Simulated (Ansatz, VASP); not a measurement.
## One calculation of AlN, two programs

```xyz
2
Lattice="0.0000 2.1840 2.1840 2.1840 0.0000 2.1840 2.1840 2.1840 0.0000" Properties=species:S:1:pos:R:3 pbc="T T T"
Al    0.0577    0.0577    0.0577
N     3.2760    3.2760    3.2760
```

Change from the starting cell: all Al atoms moved +0.100 Å, as atom 1 along Cartesian [1 1 1].

Alike in both runs: task single point; functional PBE; k mesh 10 × 10 × 10; occupations gaussian, width 0.05 eV; no spin polarisation.

```csv
,VASP,Ansatz
version,VASP 6.6.1,Ansatz 0.2.0
potentials or method,"VASP PAW PBE potentials, release 64 (Al, N)","scalar-relativistic, plane waves, PAW"
plane-wave cutoff (eV),520,420
valence electrons in the cell,8,8
```

|  | VASP | Ansatz | Ansatz less VASP |
| --- | --- | --- | --- |
| gap on the k mesh at the Fermi level (eV) | 3.02 | 3.03 | +0.009 |
| least direct gap on the mesh (eV) | 3.87 | 3.86 | -0.010 |
| pressure (GPa) | 5.7 | 5.9 | +0.25 |
| largest component of the traceless stress (GPa) | 3.27 | 3.26 | -0.011 |
| rms of the force components (eV/Å) | 0.663 | 0.661 | -0.0014 |

Atom by atom the forces differ by 0.001 eV/Å (rms over components).

Caveats: forces of over 1 eV/Å show positions far from the minimum, so gaps and moduli don't describe the material at rest. A k mesh can miss the band edges.
